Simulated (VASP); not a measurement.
A run of VASP 6.6.1 is set up as follows.

INCAR

```
SYSTEM = InAs
  PREC = Accurate
  ENCUT = 520
  EDIFF = 1E-6
  ISMEAR = 0
  SIGMA = 0.1
  LREAL = .FALSE.
  LASPH = .TRUE.
  NELM = 100
  ALGO = Normal
  ISIF = 2
  LWAVE = .FALSE.
  LCHARG = .TRUE.
  GGA = PS
  LELF = .TRUE.
  LVHAR = .TRUE.
  NBANDS = 16
```

File KPOINTS:

```
regular mesh
0
G
  12 12 12
  0 0 0
```

Contents of POSCAR:

```
InAs
1.0
    0.0000000000      3.0667291200      3.0667291200
    3.0667291200      0.0000000000      3.0667291200
    3.0667291200      3.0667291200      0.0000000000
In As
1 1
Direct
    0.0000000000      0.0000000000      0.0000000000
    0.7500000000      0.7500000000      0.7500000000
```

Potentials or basis: VASP PAW PBE potentials, release 64 (In_d, As).

Run with:

```console
$ cat potpaw_PBE.64/In_d/POTCAR potpaw_PBE.64/As/POTCAR > POTCAR
$ mpirun -np 1 vasp_std > vasp.out
```

Estimate the pressure.

-1.1 GPa.

What does it give for the band gap on the k mesh?

None (metal or under the smearing width).

Caveat: the PAW data sets were made with another functional, which shifts forces and pressure a little.
